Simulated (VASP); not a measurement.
A run of VASP 6.6.1:

INCAR

```
  PREC = Accurate
  ENCUT = 600
  EDIFF = 1E-7
  ISMEAR = 0
  SIGMA = 0.03
  LREAL = False
  LASPH = True
  NELM = 80
  ALGO = Normal
  ISIF = 3
  LWAVE = False
  LCHARG = False
  GGA = PS
  IBRION = 2
  NSW = 90
  EDIFFG = -0.005
  KPAR = 4
```

Contents of KPOINTS:

```
Automatic mesh
0
Gamma
  10 10 10
```

POSCAR

```
HgTe                                    
1.0
    0.0000000000      3.2580088205      3.2580088205
    3.2580088205      0.0000000000      3.2580088205
    3.2580088205      3.2580088205     -0.0000000000
  Hg              Te            
     1     1
Direct
     0.0000000000000000    0.0000000000000000    0.0000000000000000
     0.2500000000000000    0.2500000000000000    0.2500000000000000
```

Potentials or basis: VASP PAW PBE potentials, release 64 (Hg, Te).

Command:

```sh
$ cat potpaw_PBE.64/Hg/POTCAR potpaw_PBE.64/Te/POTCAR > POTCAR
$ mpirun -np 4 vasp_std > vasp.out
```

Hardware: 4 MPI ranks on Intel(R) Xeon(R) Platinum 8488C (Sapphire Rapids), with other jobs on the host.

**Question.** Estimate the wall time of this run.

**Answer.** It took 19 s on 4 MPI ranks on Intel(R) Xeon(R) Platinum 8488C (Sapphire Rapids), with other jobs on the host, peak memory 0.27 GiB a rank. Counts: scf iterations 13, k points 47, ion steps 1.
